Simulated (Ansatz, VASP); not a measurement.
**Re in VASP and in Ansatz**

Contents of INCAR:

```
  ALGO = Normal
  EDIFF = 1E-6
  ENCUT = 520
  GGA = PS
  ISIF = 2
  ISMEAR = -1
  LASPH = True
  LCHARG = False
  LREAL = False
  LWAVE = False
  NBANDS = 14
  NELM = 100
  PREC = Accurate
  SIGMA = 0.05
```

Contents of KPOINTS:

```
k-points
0
Gamma
  12 12 12
```

File POSCAR:

```
Re
1.0
    0.0000000000      2.6494807338      2.6494807338
    2.6494807338      0.0000000000      2.6494807338
    2.6494807338      2.6494807338      0.0000000000
Re
2
Direct
   -0.1250000000     -0.1250000000     -0.1250000000
    0.1250000000      0.1250000000      0.1250000000
```

Input for Ansatz:

```yaml
crystal:
  lattice:
    - [0.0, 2.6494807338, 2.6494807338]
    - [2.6494807338, 0.0, 2.6494807338]
    - [2.6494807338, 2.6494807338, 0.0]
  atoms:
    - { symbol: Re, position: [-0.125, -0.125, -0.125] }
    - { symbol: Re, position: [0.125, 0.125, 0.125] }
kpoints:
  mp_grid: { grid: [12, 12, 12] }
scf:
  occupations: { method: fermi_dirac, width: 0.05 }
hamiltonian:
  xc: pbesol
  pseudopotentials: { kind: all_electron, lapw: { basis_error: 0.001 } }
output:
  forces: true
  stress: true
  eigenvalues: true
  populations: true
```

Change from the starting cell: volume scaled by 0.85, LAPW.

Alike in both runs: task single point; functional PBEsol; k mesh 12 × 12 × 12; occupations fermi-dirac, width 0.05 eV; no spin polarisation.

|  | VASP | Ansatz |
| --- | --- | --- |
| version | VASP 6.6.1 | Ansatz 0.2.0 |
| potentials or method | VASP PAW PBE potentials, release 64 (Re) | all-electron LAPW, scalar-relativistic |
| plane-wave cutoff (eV) | 520 | see its input |

VASP gave:

| Quantity | Value |
| --- | --- |
| pressure (GPa) | 39.6 |

Task: Which values does Ansatz return?

Result: Pressure (GPa): 43.5.

Ansatz ran all-electron here, so the differences hold the error of VASP's frozen core and of both bases.

Caveats: so large a pressure means that the cell lies far from this level's equilibrium, or that cutoff or potentials fall short (VASP); the potentials were made for another functional, which shifts forces and pressure (VASP). The runs have no spin-orbit coupling, so splittings on Re are missing.
